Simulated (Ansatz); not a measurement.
**Every step of a relaxation of Pt (omega type)**

DFT, PBE, PAW with Ansatz's default frozen-core files, scalar-relativistic (Ansatz 0.2.0); a Γ-centred 9×9×13 k mesh, Fermi–Dirac smearing of 0.05 eV, no spin polarisation. The run relaxes cell and atoms at a target pressure of 260 GPa.

Command: `ansatz run input.yaml --threads 1 --pin off --max-ram 3584MiB --backend cpu --events-out ev --progress --plain --runs-dir out` It took 15 s on 1 thread of Intel(R) Xeon(R) 6975P-C (Granite Rapids), with other jobs on the host, peak memory 0.42 GiB.

```yaml
crystal:
  lattice:
    - [3.9046052595, 0.0, 0.0]
    - [-1.9523026297, 3.3814873464, 0.0]
    - [0.0, 0.0, 2.4208552609]
  atoms:
    - { symbol: Pt, position: [0.0, 0.0, 0.0] }
    - { symbol: Pt, position: [0.3333333333, 0.6666666667, 0.5] }
    - { symbol: Pt, position: [0.6666666667, 0.3333333333, 0.5] }
kpoints:
  mp_grid: { grid: [9, 9, 13] }
scf:
  occupations: { method: fermi_dirac, width: 0.05 }
hamiltonian:
  xc: pbe
  pseudopotentials: { kind: paw }
output:
  forces: true
  stress: true
  eigenvalues: true
  write_density: true
  write_potential: true
  elf: true
  volumetric_format: npy
relax:
  f_tol: 0.005
  max_steps: 40
  cell: { p_target: 260.0, stress_tol: 0.13 }
```

Each step lists its enthalpy F + pV a cell above the last geometry, the pressure, the cell vectors (Å), and Cartesian positions (Å) with forces (eV/Å).

The first step:

```
step 1  dH = 179.86 meV  P = 280.5 GPa
  cell 3.9046 0.0000 0.0000  -1.9523 3.3815 0.0000  0.0000 0.0000 2.4209
  Pt 0.0000 0.0000 0.0000   0.0000 0.0000 0.0000
  Pt 0.0000 2.2543 1.2104   0.0000 0.0000 0.0000
  Pt 1.9523 1.1272 1.2104   0.0000 0.0000 0.0000
```

Spin–orbit coupling is left out, which matters for the heavy atoms.

Where does the relaxation end, and by which steps?

After 5 geometries, with conventional a, b, c = 3.975, 3.975, 2.367 Å, at 10.800 Å³/atom (+1.37 % against the start) in space group P6/mmm, with a shortest distance of 2.295 Å. The further steps:
```
step 2  dH = 171.08 meV  P = 225.5 GPa
  cell 4.0478 0.0000 0.0000  -2.0239 3.5055 0.0000  0.0000 0.0000 2.3485
  Pt 0.0000 0.0000 0.0000   0.0000 0.0000 0.0000
  Pt 0.0000 2.3370 1.1743   0.0000 0.0000 0.0000
  Pt 2.0239 1.1685 1.1743   0.0000 0.0000 0.0000
step 3  dH = 0.84 meV  P = 257.0 GPa
  cell 3.9778 0.0000 0.0000  -1.9889 3.4449 0.0000  0.0000 0.0000 2.3700
  Pt 0.0000 0.0000 0.0000   0.0000 0.0000 0.0000
  Pt 0.0000 2.2966 1.1850   0.0000 0.0000 0.0000
  Pt 1.9889 1.1483 1.1850   0.0000 0.0000 0.0000
step 4  dH = 0.00 meV  P = 260.4 GPa
  cell 3.9752 0.0000 0.0000  -1.9876 3.4426 0.0000  0.0000 0.0000 2.3669
  Pt 0.0000 0.0000 0.0000   0.0000 0.0000 0.0000
  Pt 0.0000 2.2951 1.1834   0.0000 0.0000 0.0000
  Pt 1.9876 1.1475 1.1834   0.0000 0.0000 0.0000
step 5  dH = 0.00 meV  P = 260.0 GPa
  cell 3.9754 0.0000 0.0000  -1.9877 3.4428 0.0000  0.0000 0.0000 2.3673
  Pt 0.0000 0.0000 0.0000   0.0000 0.0000 0.0000
  Pt 0.0000 2.2952 1.1836   0.0000 0.0000 0.0000
  Pt 1.9877 1.1476 1.1836   0.0000 0.0000 0.0000
step 6  dH = -0.51 meV  P = 260.0 GPa  (same geometry on a basis chosen anew; earlier energies don't compare to the last digit)
  cell 3.9754 0.0000 0.0000  -1.9877 3.4428 0.0000  0.0000 0.0000 2.3673
  Pt 0.0000 0.0000 0.0000   0.0000 0.0000 0.0000
  Pt 0.0000 2.2952 1.1836   0.0000 0.0000 0.0000
  Pt 1.9877 1.1476 1.1836   0.0000 0.0000 0.0000
```
